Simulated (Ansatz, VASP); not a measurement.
## Two plane-wave programs on BN

Contents of INCAR:

```
SYSTEM = BN
PREC = Accurate
ENCUT = 520
EDIFF = 1E-6
ISMEAR = 0
SIGMA = 0.05
LREAL = .False.
LASPH = .True.
NELM = 100
ALGO = Normal
ISIF = 2
LWAVE = .False.
LCHARG = .True.
GGA = PS
LELF = .True.
LVHAR = .True.
NBANDS = 16
```

KPOINTS

```
regular mesh
0
Gamma
  12 12 4
  0 0 0
```

The input POSCAR:

```
BN
1.0
    2.5018308166      0.0000000000      0.0000000000
   -1.2509154083      2.1666490431      0.0000000000
    0.0000000000      0.0000000000      6.5380344730
B N
2 2
Direct
    0.3333333333      0.6666666667      0.2500000000
    0.6666666667      0.3333333333      0.7500000000
    0.3333333333      0.6666666667      0.7500000000
    0.6666666667      0.3333333333      0.2500000000
```

Input for Ansatz:

```yaml
crystal:
  lattice:
    - [2.5018308166, 0.0, 0.0]
    - [-1.2509154083, 2.1666490431, 0.0]
    - [0.0, 0.0, 6.538034473]
  atoms:
    - { symbol: B, position: [0.3333333333, 0.6666666667, 0.25] }
    - { symbol: B, position: [0.6666666667, 0.3333333333, 0.75] }
    - { symbol: "N", position: [0.3333333333, 0.6666666667, 0.75] }
    - { symbol: "N", position: [0.6666666667, 0.3333333333, 0.25] }
basis:
  ecutwfc: 520.0
kpoints:
  mp_grid: { grid: [12, 12, 4] }
hamiltonian:
  xc: pbesol
  pseudopotentials: { kind: paw, azcp: { folder: soft_1 } }
scf:
  occupations: { method: gaussian, width: 0.05 }
output:
  forces: true
  stress: true
  eigenvalues: true
```

Alike in both runs: task single point; functional PBEsol; k mesh 12 × 12 × 4; occupations gaussian, width 0.05 eV; no spin polarisation.

|  | VASP | Ansatz |
| --- | --- | --- |
| version | VASP 6.6.1 | Ansatz 0.2.0 |
| potentials or method | VASP PAW PBE potentials, release 64 (B, N) | scalar-relativistic, plane waves, PAW |
| plane-wave cutoff (eV) | 520 | 520 |
| valence electrons in the cell | 16 | 16 |

|  | VASP | Ansatz | Ansatz less VASP |
| --- | --- | --- | --- |
| gap on the k mesh at the Fermi level (eV) | 4.14 | 4.14 | +0.007 |
| least direct gap on the mesh (eV) | 4.55 | 4.55 | +0.007 |
| pressure (GPa) | 1.6 | 1.1 | -0.47 |
| largest component of the traceless stress (GPa) | 0.40 | 0.23 | -0.167 |

Ansatz warned: «pseudo_functional_mismatch».

Caveats: the PAW data sets were made with another functional, which shifts forces and pressure a little (VASP); this functional lacks dispersion, which binds the layers, so the pressure and a relaxed spacing across them are unreliable. A k mesh can miss the band edges.
